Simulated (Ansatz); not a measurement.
A trial cell of SiC, before relaxation:

```cif
data_structure
_symmetry_space_group_name_H-M 'Fmm2'
_symmetry_Int_Tables_number 42
_cell_length_a 2.8735
_cell_length_b 7.8342
_cell_length_c 4.9771
_cell_angle_alpha 90.000
_cell_angle_beta 90.000
_cell_angle_gamma 90.000
_cell_volume 112.04
loop_
_atom_site_label
_atom_site_type_symbol
_atom_site_symmetry_multiplicity
_atom_site_Wyckoff_symbol
_atom_site_fract_x
_atom_site_fract_y
_atom_site_fract_z
_atom_site_occupancy
Si1 Si 4 a 0.50000 0.00000 0.16667 1
C1 C 4 a 0.00000 0.00000 0.33333 1
```

These are results of DFT PBE, scalar-relativistic, plane waves, PAW (Ansatz), not measurements. Cutoff 420 eV, Gaussian smearing, Γ-centred meshes. Cell and atoms relax first on a coarse mesh and then on a converged one. In between, the cell is made exact in the group found at 0.06 Å. The steps can't lower the symmetry of their start. No spin polarisation.

A guess keeps its type if space group and coordination stay and the shape of the cell changes little (axis ratios within about 15 %, angles within 6°); the volume may change.

Question: Does it keep its structure type, or change into something else?

Answer: It keeps its type. The symmetry stays Fmm2 (No. 42). The volume per atom grows by 16.1 %, from 14.0 to 16.3 Å³. The shortest distance goes from 1.66 Å (Si–C) to 1.79 Å (Si–C). Counting neighbours within 15 % of an atom's shortest distance, the start has C 3, Si 3 and the end C 3, Si 3.

Formation energies are uncorrected and refer to the elements' standard structures at the same level.

Question: At what energy does it end?

Answer: +0.293 eV/atom. It can't be a ground state, since the elements alone are lower.

The last run used a 10×10×10 mesh for its 2-atom cell and Gaussian smearing of 0.02 eV. Weakly bound directions are ill-defined at this level, which has no dispersion term. The reference form of C is held partly by dispersion forces, which this level lacks. Symmetry constrained the relaxation, so the result can be a saddle point. Another cell of SiC relaxed alike, in F-43m, lies 0.50 eV/atom lower, so this cell isn't the stable form at this level.
